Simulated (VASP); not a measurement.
Set up this calculation in VASP 6.6.1, as the native input.

* Task: relaxation of cell and atoms
* Functional: BLYP
* Potentials or basis: VASP PAW PBE potentials, release 64 (Zr_sv, S)
* Cutoff: 600 eV
* k mesh: 9 × 9 × 9
* Occupations: fermi-dirac, width 0.05 eV
* Spin: no spin polarisation
* Further INCAR settings: ALGO = Fast; EDIFF = 1e-07; IBRION = 2; EDIFFG = -0.01; NSW = 40; ISIF = 3

The structure of ZrS lies in POSCAR:

```
ZrS
1.0
    0.0000000000      2.6250000000      2.6250000000
    2.6250000000      0.0000000000      2.6250000000
    2.6250000000      2.6250000000      0.0000000000
Zr S
1 1
Direct
    0.0000000000      0.0000000000      0.0000000000
    0.5000000000      0.5000000000      0.5000000000
```

One way to write it, as run:

INCAR

```
PREC = Accurate
ENCUT = 600
EDIFF = 1E-7
ISMEAR = -1
SIGMA = 0.05
LREAL = F
LASPH = T
NELM = 60
ALGO = Fast
ISIF = 3
LWAVE = F
LCHARG = F
GGA = B5
ALDAX = 1.0
AGGAX = 1.0
AGGAC = 1.0
ALDAC = 0.0
IBRION = 2
NSW = 40
EDIFFG = -0.01
```

KPOINTS

```
regular mesh
0
Gamma
  9 9 9
```

Potentials or basis: VASP PAW PBE potentials, release 64 (Zr_sv, S).

Run with:

```bash
$ cat potpaw_PBE.64/Zr_sv/POTCAR potpaw_PBE.64/S/POTCAR > POTCAR
$ mpirun -np 1 vasp_std > vasp.out
```

Results of the run:

| Quantity | Value |
| --- | --- |
| Relaxed volume | 18.92 Å³/atom |
| Relaxed cell | a = 3.768 Å, b = 3.768 Å, c = 3.768 Å, α = 60.00°, β = 60.00°, γ = 60.00° |
| Space group after relaxing (to 0.05 Å) | Fm-3m (No. 225) |
| Energy gained by relaxing | 13.9 meV/atom |
| Ionic steps | 3 |
| Pressure after relaxing | 0.0 GPa |

Caveat: the PAW data sets were made with another functional, which shifts forces and pressure a little.

It took 2.2 min on 1 thread of Intel(R) Xeon(R) 6975P-C (Granite Rapids) (shared host), peak memory 0.18 GiB.
